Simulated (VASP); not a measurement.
# Lu (P6_3/mmc) in VASP: notebook, part 2 of 2

VASP 6.6.1. The steps go on from the part before.

### Step 3. Single point, PBE

INCAR

```
SYSTEM = Lu
  PREC = Accurate
  ENCUT = 450
  EDIFF = 1E-6
  ISMEAR = 0
  SIGMA = 0.2
  LREAL = .False.
  LASPH = .True.
  NELM = 100
  ALGO = Normal
  ISIF = 2
  LWAVE = .False.
  LCHARG = .False.
  GGA = PE
  ADDGRID = .False.
```

KPOINTS

```
regular mesh
0
Gamma
  11 11 6
  0 0 0
```

POSCAR

```
Lu
1.0
    3.5031000000      0.0000000000      0.0000000000
   -1.7515500000      3.0337735920      0.0000000000
    0.0000000000      0.0000000000      5.5509000000
Lu
2
Direct
    0.6666666667      0.3333333333      0.7500000000
    0.3333333333      0.6666666667      0.2500000000
```

Potentials or basis: VASP PAW PBE potentials, release 64 (Lu_3), 4f in core.

Started as:

```bash
cat potpaw_PBE.64/Lu_3/POTCAR > POTCAR
mpirun -np 1 vasp_std > vasp.out
```

OUTCAR:

```text
SYSTEM = Lu
   PREC = Accurate
   ENCUT = 450
   EDIFF = 1E-6
   ISMEAR = 0
   LREAL = .False.
   LASPH = .True.
   NELM = 100
   ISIF = 2
   GGA = PE

 Found     64 irreducible k-points:

 Following reciprocal coordinates:
            Coordinates               Weight
  0.000000  0.000000  0.000000      1.000000
  0.090909  0.000000  0.000000      6.000000
  0.181818  0.000000  0.000000      6.000000
  0.272727 -0.000000  0.000000      6.000000
  0.363636  0.000000  0.000000      6.000000
  0.454545  0.000000  0.000000      6.000000
   k-points           NKPTS =     64   k-points in BZ     NKDIM =     64   number of bands    NBANDS=     13
   number of dos      NEDOS =    301   number of ions     NIONS =      2
   total plane-waves  NPLWV =  23040
   dimension x,y,z NGX =    24 NGY =   24 NGZ =   40
   dimension x,y,z NGXF=    48 NGYF=   48 NGZF=   80
   ions per type =               2
   NGX,Y,Z   is equivalent  to a cutoff of  11.39, 11.39, 11.98 a.u.
   NGXF,Y,Z  is equivalent  to a cutoff of  22.78, 22.78, 23.96 a.u.
 SYSTEM =  Lu
   PREC   = accura    normal or accurate (medium, high low for compatibility)
   ISTART =      0    job   : 0-new  1-cont  2-samecut
   ICHARG =      2    charge: 1-file 2-atom 10-const
   ISPIN  =      1    spin polarized calculation?
   LNONCOLLINEAR =      F non collinear calculations
   LSORBIT =      F    spin-orbit coupling
   LASPH  =      T    aspherical Exc in radial PAW
   ENCUT  =  450.0 eV  33.07 Ry    5.75 a.u.   6.06  6.06  9.60*2*pi/ulx,y,z
   NELM   =    100;   NELMIN=  2; NELMDL= -5     # of ELM steps
   EDIFF  = 0.1E-05   stopping-criterion for ELM
   LREAL  =      F    real-space projection
   EDIFFG = 0.1E-04   stopping-criterion for IOM
   NSW    =      0    number of steps for IOM
   IBRION =     -1    ionic relax: 0-MD 1-quasi-New 2-CG
   NFREE  =      0    steps in history (QN), initial steepest desc. (CG)
   ISIF   =      2    stress and relaxation
   ISYM   =      2    0-nonsym 1-usesym 2-fastsym
   POTIM  = 0.5000    time-step for ionic-motion
   TEBEG  =    0.0;   TEEND  =   0.0 temperature during run
   PSTRESS=    0.0 pullay stress
   NELECT =      18.0000    total number of electrons
   NUPDOWN=      -1.0000    fix difference up-down
   EMIN   =  10.00;   EMAX   =-10.00  energy-range for DOS
   EFERMI =   0.00;   METHOD = LEGACY
   ISMEAR =     0;   SIGMA  =   0.20  broadening in eV -4-tet -1-fermi 0-gaus
   EFERMI_NEDOS =   21; number of points for ismear=-14 and -15
   IALGO  =     38    algorithm
   IMIX   =      4    mixing-type and parameters
     AMIX     =   0.40;   BMIX     =  1.00
     AMIX_MAG =   1.60;   BMIX_MAG =  1.00
  volume/ion in A,a.u.               =      29.50       199.05
  Fermi-wavevector in a.u.,A,eV,Ry     =   1.102130  2.082723 16.526853  1.214689
  Thomas-Fermi vector in A             =   2.238568
   LORBIT       =      0    0 simple, 1 ext, 2 COOP (PROOUT), +10 PAW based schemes
   GGA     = PE    functional components
   LHFCALC =     F    Hartree Fock is set to
   AEXX    =    0.0000 exact exchange contribution
   IVDW    =     0    specifies the selected vdW correction
   LEPSILON=     F    determine dielectric tensor
   LRPA    =     F    only Hartree local field effects (RPA)
 non-spin polarized calculation
 Gauss-broadening in eV      SIGMA  =   0.20
  energy-cutoff  :      450.00
  volume of cell :       58.99
 maximum number of plane-waves:      1296
   NGX = 13   NGY = 13   NGZ = 19

 number of electron      18.0000001 magnetization

 Free energy of the ion-electron system (eV)
  ---------------------------------------------------
  ext. energy  EPLUGINS =         0.00000000
  ---------------------------------------------------
  free energy    TOTEN  =        -8.94084515 eV

  energy without entropy =       -8.87016465  energy(sigma->0) =       -8.90550490

 E-fermi :   2.7712     XC(G=0):  -9.9083

 val. band max:        2.7662641111   @ k =   0.3636   0.0000   0.0000
 cond. band min:       2.8159899567   @ k =   0.3636   0.1818   0.3333
 fundamental gap:      0.0497258456
 Fermi energy:         2.7712338530

 k-point     1 :       0.0000    0.0000    0.0000
  band No.  band energies     occupation
      1     -24.2713      2.00000
      2     -23.8594      2.00000
      3     -23.8594      2.00000
      4     -23.7834      2.00000
      5     -23.7834      2.00000
      6     -23.7605      2.00000
      7      -3.2479      2.00000
      8       0.3413      2.00000
      9       3.3261      0.00009
     10       4.9931      0.00000
     11       4.9934      0.00000
     12       5.2737      0.00000
     13       5.6985      0.00000

 k-point     2 :       0.0909    0.0000    0.0000
  band No.  band energies     occupation
      1     -24.2587      2.00000
      2     -23.8857      2.00000
      3     -23.8682      2.00000
      4     -23.8111      2.00000
      5     -23.7872      2.00000
      6     -23.7663      2.00000
      7      -3.0512      2.00000
      8       0.5430      2.00000
      9       3.1923      0.00291
     10       4.5008      0.00000
     11       5.1798      0.00000
     12       5.4952      0.00000
     13       5.9615      0.00000

 k-point     3 :       0.1818    0.0000    0.0000
  band No.  band energies     occupation
      1     -24.2227      2.00000
      2     -23.9563      2.00000
      3     -23.8912      2.00000
      4     -23.8837      2.00000
      5     -23.7979      2.00000
      6     -23.7837      2.00000
      7      -2.4864      2.00000
      8       1.0882      2.00000
      9       2.8608      0.52661
     10       3.7845      0.00000
     11       4.8416      0.00000
     12       5.4422      0.00000
     13       5.7280      0.00000

 k-point     4 :       0.2727   -0.0000    0.0000
  band No.  band energies     occupation
      1     -24.1697      2.00000
      2     -24.0494      2.00000
      3     -23.9751      2.00000
      4     -23.9200      2.00000
      5     -23.8129      2.00000
      6     -23.8125      2.00000
      7      -1.6315      2.00000
      8       1.7038      2.00000
      9       2.4717      1.96582
     10       3.1626      0.00566
     11       4.4075      0.00000
     12       4.9045      0.00000
     13       5.2348      0.00000

 k-point     5 :       0.3636    0.0000    0.0000
  band No.  band energies     occupation
      1     -24.1351      2.00000
      2     -24.1100      2.00000
      3     -24.0557      2.00000
      4     -23.9456      2.00000
      5     -23.8498      2.00000
      6     -23.8273      2.00000
      7      -0.6274      2.00000
      8       1.8158      2.00000
      9       2.1465      1.99999
     10       2.7663      1.02803
     11       4.5244      0.00000
     12       4.5909      0.00000
     13       4.9098      0.00000

 k-point     6 :       0.4545    0.0000    0.0000
  band No.  band energies     occupation
      1     -24.1860      2.00000
      2     -24.1023      2.00000
      3     -24.0629      2.00000
      4     -23.9605      2.00000
      5     -23.8835      2.00000
      6     -23.8362      2.00000
      7       0.2587      2.00000
      8       1.4975      2.00000
      9       1.9645      2.00000
     10       2.5036      1.94154
     11       4.3288      0.00000
     12       4.7378      0.00000
     13       5.0351      0.00000

 [... further k-points ...]

------------------------ aborting loop because EDIFF is reached ----------------------------------------

  FORCE on cell =-STRESS in cart. coord.  units (eV):
  Direction    XX          YY          ZZ          XY          YZ          ZX
  --------------------------------------------------------------------------------------
  -------------------------------------------------------------------------------------
  Total        0.1213714      0.1213714     -0.2632079      0.0000000      0.0000000      0.0000000
  in kB        3.2963086      3.2963086     -7.1484265      0.0000000      0.0000000      0.0000000
  external PRESSURE =      -0.1852698 kB  Pullay stress =       0.0000000 kB

 VOLUME and BASIS-vectors are now :
 -----------------------------------------------------------------------------
  energy-cutoff  :      450.00
  volume of cell :       58.99
      direct lattice vectors                 reciprocal lattice vectors
     3.503100000  0.000000000  0.000000000     0.285461448  0.164811244  0.000000000
    -1.751550000  3.033773592  0.000000000     0.000000000  0.329622488  0.000000000
     0.000000000  0.000000000  5.550900000     0.000000000  0.000000000  0.180150967

 POSITION                                       TOTAL-FORCE (eV/Angst)
 -----------------------------------------------------------------------------------
      1.75155      1.01126      4.16318         0.000000      0.000000      0.000000
     -0.00000      2.02252      1.38773        -0.000000     -0.000000      0.000000
 -----------------------------------------------------------------------------------
    total drift:                               -0.000000      0.000000     -0.000000

  FREE ENERGIE OF THE ION-ELECTRON SYSTEM (eV)
  ---------------------------------------------------
  free  energy   TOTEN  =        -8.9408451462 eV

  energy  without entropy=       -8.8701646523  energy(sigma->0) =       -8.90550490
```

OSZICAR:

```text
N       E                     dE             d eps       ncg     rms          rms(c)
DAV:   1     0.388195486945E+02    0.38820E+02   -0.82148E+03  3084   0.138E+03
DAV:   2    -0.677761176099E+01   -0.45597E+02   -0.44464E+02  2804   0.664E+02
DAV:   3    -0.885962355227E+01   -0.20820E+01   -0.19425E+01  2936   0.569E+01
DAV:   4    -0.894432689340E+01   -0.84703E-01   -0.82787E-01  3051   0.102E+01
DAV:   5    -0.894764801808E+01   -0.33211E-02   -0.33079E-02  2765   0.181E+00    0.253E+01
DAV:   6    -0.893454868307E+01    0.13099E-01   -0.35487E-02  2781   0.426E+00    0.150E+01
DAV:   7    -0.894097667312E+01   -0.64280E-02   -0.66510E-02  2723   0.568E+00    0.369E-01
DAV:   8    -0.894083909972E+01    0.13757E-03   -0.45095E-03  2750   0.964E-01    0.992E-02
DAV:   9    -0.894084926582E+01   -0.10166E-04   -0.21320E-04  2867   0.237E-01    0.292E-02
DAV:  10    -0.894084473362E+01    0.45322E-05   -0.22619E-05  2823   0.757E-02    0.329E-02
DAV:  11    -0.894084514615E+01   -0.41253E-06   -0.71777E-07  1612   0.185E-02
   1 F= -.89408451E+01 E0= -.89055049E+01  d E =-.706805E-01
```

stdout:

```text
POSCAR found type information on POSCAR Lu
 POSCAR found :  1 types and       2 ions
 scaLAPACK will be used
 LDA part: xc-table for (Slater+PW92), standard interpolation
 POSCAR, INCAR and KPOINTS ok, starting setup
 FFT: planning ... GRIDC
 FFT: planning ... GRID_SOFT
 FFT: planning ... GRID
 WAVECAR not read
 entering main loop
```

Wall time 12 s (1 thread of Intel Xeon 6975P-C (Granite Rapids), shared host); peak memory 0.18 GiB.

These settings aren't checked as converged: the numbers below hold their error.

Results:

```
Free energy            : -8.9408 eV
Pressure               : 0.0 GPa
Band gap on the k mesh : none (metal or under the smearing width)
```

### Step 4. The reference run

An earlier run on the cell as given: functional PBE; potentials or basis VASP PAW PBE potentials, release 64 (Lu); cutoff 520 eV; k mesh 9 × 9 × 5; occupations fermi-dirac, width 0.05 eV; no spin polarisation.

- Pressure: -0.4 GPa
- Band gap on the k mesh: none (metal or under the smearing width)
